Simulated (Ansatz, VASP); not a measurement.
**One calculation of SrTiO3 (nc), two programs**

The input INCAR:

```
SYSTEM = SrTiO3
PREC     = Accurate       ! precision mode
ENCUT    = 520            ! plane-wave cutoff, eV
EDIFF    = 1E-7           ! SCF threshold, eV
ISMEAR   = 0              ! smearing method
SIGMA    = 0.1            ! smearing width, eV
LREAL    = .FALSE.        ! projectors in reciprocal space
LASPH    = .TRUE.         ! aspherical terms in the spheres
NELM     = 80             ! most SCF steps
ALGO     = Normal         ! electronic algorithm
ISIF     = 2              ! what is computed and relaxed
LWAVE    = .FALSE.        ! write WAVECAR
LCHARG   = .TRUE.         ! write CHGCAR
GGA      = PE             ! functional
LELF     = .TRUE.         ! ELF
LVHAR    = .TRUE.       
NBANDS   = 28             ! bands
```

KPOINTS

```
regular mesh
0
G
  6 6 6
  0 0 0
```

POSCAR

```
SrTiO3
1.0
    3.9052800000      0.0000000000      0.0000000000
    0.0000000000      3.9052800000      0.0000000000
    0.0000000000      0.0000000000      3.9052800000
Sr Ti O
1 1 3
Direct
    0.5000000000      0.5000000000      0.5000000000
    0.0000000000      0.0000000000      0.0000000000
    0.5000000000      0.0000000000      0.0000000000
    0.0000000000      0.5000000000      0.0000000000
    0.0000000000      0.0000000000      0.5000000000
```

Input for Ansatz:

```yaml
crystal:
  lattice:
    - [3.90528, 0.0, 0.0]
    - [0.0, 3.90528, 0.0]
    - [0.0, 0.0, 3.90528]
  atoms:
    - { symbol: Sr, position: [0.5, 0.5, 0.5] }
    - { symbol: Ti, position: [0.0, 0.0, 0.0] }
    - { symbol: O, position: [0.5, 0.0, 0.0] }
    - { symbol: O, position: [0.0, 0.5, 0.0] }
    - { symbol: O, position: [0.0, 0.0, 0.5] }
basis: {}
kpoints:
  mp_grid: { grid: [6, 6, 6] }
hamiltonian:
  xc: pbe
  pseudopotentials: { kind: nc }
scf:
  occupations: { method: gaussian, width: 0.1 }
output:
  forces: true
  stress: true
  eigenvalues: true
```

Alike in both runs: task single point; functional PBE; k mesh 6 × 6 × 6; occupations gaussian, width 0.1 eV; no spin polarisation.

```csv
,VASP,Ansatz
version,VASP 6.6.1,Ansatz 0.2.0
potentials or method,"VASP PAW PBE potentials, release 64 (Sr_sv, Ti_sv, O)","scalar-relativistic, plane waves, norm-conserving pseudopotentials"
plane-wave cutoff (eV),520,1240
valence electrons in the cell,40,40
```

```csv
,VASP,Ansatz,Ansatz less VASP
gap on the k mesh at the Fermi level (eV),1.85,1.89,+0.032
least direct gap on the mesh (eV),2.21,2.24,+0.026
pressure (GPa),4.9,4.2,-0.76
```

A k mesh can miss the band edges. Expect the measured gap to be larger: semilocal functionals such as PBE lack the derivative discontinuity.
